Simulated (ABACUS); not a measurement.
The system is Ge.

```
Ge
1.0
     0.00000    2.82891    2.82891
     2.82891    0.00000    2.82891
     2.82891    2.82891    0.00000
Ge
2
Direct
  0.75000 0.75000 0.75000
  0.50000 0.50000 0.50000
```

Base run:

| Item | Value |
| --- | --- |
| Program | ABACUS 3.10.1 |
| Functional | BLYP |
| Potentials or basis | SPMS ONCV 1.0 PBE |
| Cutoff | 1075 eV |
| Density cutoff | 4299 eV |
| Basis | plane waves |
| k mesh | 6 × 6 × 6 |
| Occupations | fermi-dirac, width 0.05 eV |
| Spin | no spin polarisation |

Its results: band gap on the k mesh none (metal or under the smearing width); pressure 6.0 GPa.

Problem. The run is repeated on the same cell with these changes: functional from BLYP to HCTH407; potentials or basis from SPMS ONCV 1.0 PBE to GBRV ultrasoft 1.5 PBE; cutoff from 1075 eV to 544 eV; density cutoff from 4299 eV to 4354 eV. What comes out?

Solution. Band gap on the k mesh 0.15 eV, direct; pressure 4.6 GPa.

Caveats: the potentials were made for another functional, which shifts forces and pressure; this crystal is a semiconductor, whose small gap the functional closes, so the metal is an error of the method (some runs).

A k mesh can miss the band edges.
